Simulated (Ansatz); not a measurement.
Sb under changes of volume

One of the cells (30.206 Å³/atom); the others are scaled copies at fixed shape and fractional positions:

```
Sb
1.0
     2.15420    1.24373    3.75800
    -2.15420    1.24373    3.75800
     0.00000   -2.48746    3.75800
Sb
2
Direct
  0.76651 0.76651 0.76651
  0.23349 0.23349 0.23349
```

- Program: Ansatz 0.2.0
- Functional: LDA
- Potentials or basis: all-electron LAPW, scalar-relativistic
- Cutoff: 230 eV (chosen from the basis error)
- Basis error allowed: 0.001 eV/atom
- k mesh: 8 × 8 × 8
- Occupations: fermi-dirac, width 0.05 eV
- Spin: no spin polarisation

| volume (Å³/atom) | energy over the lowest point (meV/atom) | pressure (GPa) | largest force (eV/Å) |
| --- | --- | --- | --- |
| 28.393 | ? | ? | ? |
| 28.998 | 2.38 | 1.3 | 0.229 |
| 29.602 | 0.00 | 0.0 | 0.117 |
| 30.206 | 2.25 | -1.2 | 0.012 |
| 30.810 | 8.63 | -2.2 | 0.085 |
| 31.414 | 18.72 | -3.1 | 0.174 |
| 32.018 | 32.12 | -4.0 | 0.257 |

Q: What does the run at 28.393 Å³/atom give?

A: Energy over the lowest point 9.97 meV/atom; pressure 2.8 GPa; largest force 0.349 eV/Å.

Worked out: A Birch-Murnaghan fit of order 3 (a polynomial in V^(-2/3)) to the other rows has its minimum at 29.60 Å³/atom with B0 = V·E''(V) = 60 GPa and B' = 4.5 at fixed shape and positions, which overstates the stiffness. It gives 9.95 meV/atom at 28.393 Å³/atom, against the run's 9.97, and -dE/dV = 2.7 GPa, against 2.8.

Energies are extrapolated to zero smearing.
